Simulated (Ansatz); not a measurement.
MgO under changes of volume

One of the cells (10.016 Å³/atom); the others are scaled copies at fixed shape and fractional positions:

```
CELL_PARAMETERS angstrom
2.93802 0.00000 0.00000
-1.46901 2.54440 0.00000
0.00000 0.00000 2.67968
ATOMIC_POSITIONS crystal
Mg 0.00000 0.00000 0.00000
O 0.33333 0.66667 0.50000
```

Measurements of this composition are mostly on another form, of space group No. 225.

| Quantity | Value |
| --- | --- |
| Program | Ansatz 0.2.0 |
| Functional | PBE0 |
| Potentials or basis | Ansatz PAW |
| Cutoff | 420 eV (not typed: the program's choice for these potentials) |
| k mesh | 6 × 6 × 6 |
| Occupations | fermi-dirac, width 0.05 eV |
| Spin | no spin polarisation |

| volume (Å³/atom) | energy over the lowest point (meV/atom) | pressure (GPa) | gap on the mesh (eV) |
| --- | --- | --- | --- |
| 9.415 | 2.46 | 3.7 | 5.87 |
| 9.615 | 0.00 | 0.3 | 5.68 |
| 9.816 | 1.53 | -2.8 | 5.50 |
| 10.016 | ? | ? | ? |
| 10.216 | 15.48 | -8.1 | 5.16 |
| 10.417 | 27.05 | -10.4 | 5.00 |
| 10.617 | 41.31 | -12.4 | 4.85 |

What does the run at 10.016 Å³/atom give?

Energy over the lowest point 6.88 meV/atom; pressure -5.6 GPa; gap on the mesh 5.33 eV.

Worked out: A Birch-Murnaghan fit of order 3 (a polynomial in V^(-2/3)) to the other rows has its minimum at 9.63 Å³/atom with B0 = V·E''(V) = 156 GPa and B' = 4.2 at fixed shape and positions, which overstates the stiffness. It gives 6.86 meV/atom at 10.016 Å³/atom, against the run's 6.88, and -dE/dV = -5.6 GPa, against -5.6. A straight line through the other rows of the gap, of slope -8.49 eV per unit of ln V, gives 5.34 eV, against the run's 5.33.

Energies are extrapolated to zero smearing.

Caveats: some runs use coarse meshes; the PAW data sets come from PBE, with cores solved anew for the run's functional, which leaves a small shift of forces and pressure; the thresholds are loose for stress.

A mesh can miss the band edges.
